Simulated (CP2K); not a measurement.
Runs of CP2K 2026.2 on SnO2. Symmetry: R-3m, No. 166, trigonal system. Conventional cell: a = 3.234 Å, b = 3.234 Å, c = 14.402 Å, α = 90.00°, β = 90.00°, γ = 120.00°. Sn (site symmetry -3m) has 6 O at 2.13 Å as nearest neighbours. O (site symmetry 3m) has 3 Sn at 2.13 Å as nearest neighbours. Measurements of this composition are mostly on another form, of space group No. 136.

```tsv
level	potentials or basis	smearing	NGRIDS	points a segment of the path (NPOINTS)	CUTOFF of the grids	gap on the mesh (eV)	pressure (GPa)	largest force (eV/Å)
PBEsol	POTENTIAL_UZH Sn GTH-PBE-q4, O GTH-PBE-q6; TZVP-MOLOPT-PBE-GTH basis	fermi-dirac 0.0259 eV	5	6	600 Ry	(c)	1.7	0.16
r2SCAN	POTENTIAL_UZH Sn GTH-SCAN-q4, O GTH-SCAN-q6; TZVP-MOLOPT-SCAN-GTH basis	fermi-dirac 0.05 eV	4	8	850 Ry	(a)	-18.1	1.37
TB-mBJ	POTENTIAL_UZH Sn GTH-PBE-q4, O GTH-PBE-q6; TZVP-MOLOPT-PBE-GTH basis	fermi-dirac 0.1 eV	5	8	850 Ry	2.62	-	-
LDA	GTH_POTENTIALS Sn GTH-PADE-q4, O GTH-PADE-q6; TZVP-MOLOPT-PBE-GTH basis	fermi-dirac 0.01 eV	5	6	600 Ry	1.61	-9.4	(b)
```

Alike in all rows: task band structure; no spin polarisation; cell as given; k mesh 10 × 10 × 10.

Q: Estimate the missing entries.

A: (a) 2.20; (b) 0.60; (c) 1.70.

Caveats: spin-orbit coupling is left out, which moves the levels of the heavy elements; the basis of atomic orbitals isn't converged, which shifts pressures, moduli and gaps; the potentials were made for another functional, which shifts forces and pressure (some runs); so large a pressure means that the cell lies far from this level's equilibrium, or that cutoff or potentials fall short (some runs); forces of over 1 eV/Å show positions far from the minimum, so gaps and moduli don't describe the material at rest (some runs); this is a model potential without an energy functional, so only levels have meaning (some runs).

A k mesh can miss the band edges, and the runs leave out spin-orbit coupling on Sn.

Runs at the PBE level aren't shown here.
